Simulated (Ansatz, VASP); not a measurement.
Given: the input of a run of VASP 6.6.1 on AlN.

File INCAR:

```
SYSTEM = AlN
ALGO     = Normal         ! electronic algorithm
EDIFF    = 1E-6           ! SCF threshold, eV
ENCUT    = 520            ! plane-wave cutoff, eV
GGA      = PS             ! functional
ISIF     = 2              ! what is computed and relaxed
ISMEAR   = -1             ! smearing method
LASPH    = .TRUE.         ! aspherical terms in the spheres
LCHARG   = .FALSE.        ! write CHGCAR
LREAL    = .FALSE.        ! projectors in reciprocal space
LWAVE    = .FALSE.        ! write WAVECAR
NBANDS   = 11             ! bands
NELM     = 60             ! most SCF steps
PREC     = Accurate       ! precision mode
SIGMA    = 0.05           ! smearing width, eV
```

Contents of KPOINTS:

```
k-points
0
G
  11 11 11
  0 0 0
```

POSCAR

```
AlN
1.0
    0.0000000000      2.0612910439      2.0612910439
    2.0612910439      0.0000000000      2.0612910439
    2.0612910439      2.0612910439      0.0000000000
Al N
1 1
Direct
    0.5000000000      0.5000000000      0.5000000000
    0.0000000000      0.0000000000      0.0000000000
```

Potentials or basis: VASP PAW PBE potentials, release 64 (Al, N).

Run with:

```console
$ cat potpaw_PBE.64/Al/POTCAR potpaw_PBE.64/N/POTCAR > POTCAR
$ mpirun -np 1 vasp_std > vasp.out
```

Problem. Translate it to Ansatz 0.2.0. Potentials there: all-electron LAPW, scalar-relativistic.

Solution. As run (the cutoff follows the program's own potentials):

input.yaml

```yaml
crystal:
  lattice:
    - [0.0, 2.0612910439, 2.0612910439]
    - [2.0612910439, 0.0, 2.0612910439]
    - [2.0612910439, 2.0612910439, 0.0]
  atoms:
    - { symbol: Al, position: [0.5, 0.5, 0.5] }
    - { symbol: "N", position: [0.0, 0.0, 0.0] }
kpoints:
  mp_grid: { grid: [11, 11, 11] }
scf:
  occupations: { method: fermi_dirac, width: 0.05 }
hamiltonian:
  xc: pbesol
  pseudopotentials: { kind: all_electron, lapw: { basis_error: 0.001 } }
output:
  forces: true
  stress: true
  eigenvalues: true
```

Potentials or basis: all-electron LAPW, scalar-relativistic.

Launch:

```sh
$ ansatz run input.yaml --threads 1 --pin off --max-ram 3072MiB --backend cpu --events-out ev --progress --plain --runs-dir out
```

Both were run:

|  | VASP | Ansatz | Ansatz less VASP |
| --- | --- | --- | --- |
| gap on the k mesh at the Fermi level (eV) | 4.14 | 4.14 | -0.001 |
| least direct gap on the mesh (eV) | 4.86 | 4.85 | -0.002 |
| pressure (GPa) | -13.4 | -13.2 | +0.18 |

Ansatz ran all-electron here, so the differences hold the error of VASP's frozen core and of both bases.

Caveats: an odd mesh through Γ misses points on the zone boundary, where band edges often lie; the PAW data sets were made with another functional, which shifts forces and pressure a little (VASP).
